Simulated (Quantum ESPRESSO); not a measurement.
V:

```
V
1.0
     2.60429    0.00000    0.00000
    -1.30215    2.25538    0.00000
     0.00000    0.00000    4.72334
V
2
Direct
  0.33333 0.66667 0.25000
  0.66667 0.33333 0.75000
```

This isn't the form of V at room conditions, which is bcc.

- Program: Quantum ESPRESSO 7.5
- Task: relaxation of cell and atoms
- Functional: PBEsol
- Dispersion: D3
- Potentials or basis: GBRV 1.5 PBEsol
- Cutoff: 612 eV
- Density cutoff: 4898 eV
- k mesh: 10 × 10 × 5
- Occupations: fermi-dirac, width 0.05 eV
- Spin: collinear spin, ferromagnetic start
- Starting moments: [2.0, 2.0] μB

At the start: pressure -11.4 GPa; volume 13.87 Å³/atom.

Problem. Where does the relaxation end?

Solution. Over 10 steps the energy falls by 32.9 meV/atom and the volume is 12.99 Å³/atom (-6.4 %); space group P6_3/mmc (No. 194, to 0.05 Å); moment 0.00 μB per cell.

The path:
```tsv
step	energy change (eV)	largest force (eV/Å)	pressure (GPa)	volume (Å³)
1	0.0000	0.0000	-11.41	27.74
2	-0.0260	0.0000	-9.11	27.34
3	-0.0565	0.0000	-4.63	26.62
4	-0.0648	0.0000	1.53	25.78
5	-0.0649	0.0000	1.44	25.79
6	-0.0651	0.0000	1.26	25.81
7	-0.0654	0.0000	1.00	25.84
8	-0.0656	0.0000	0.68	25.88
9	-0.0658	0.0000	0.33	25.93
10	-0.0658	0.0000	-0.04	25.98
```

Final structure:
```yaml
crystal:
  lattice:
    - [2.54529, 0.00000, 0.00000]
    - [-1.27264, 2.20428, 0.00000]
    - [0.00000, 0.00000, 4.63052]
  atoms:
    - { symbol: V, position: [0.33333, 0.66667, 0.25000] }
    - { symbol: V, position: [0.66667, 0.33333, 0.75000] }
```

Caveat: pairwise dispersion overbinds metals, which lowers pressure and volume.
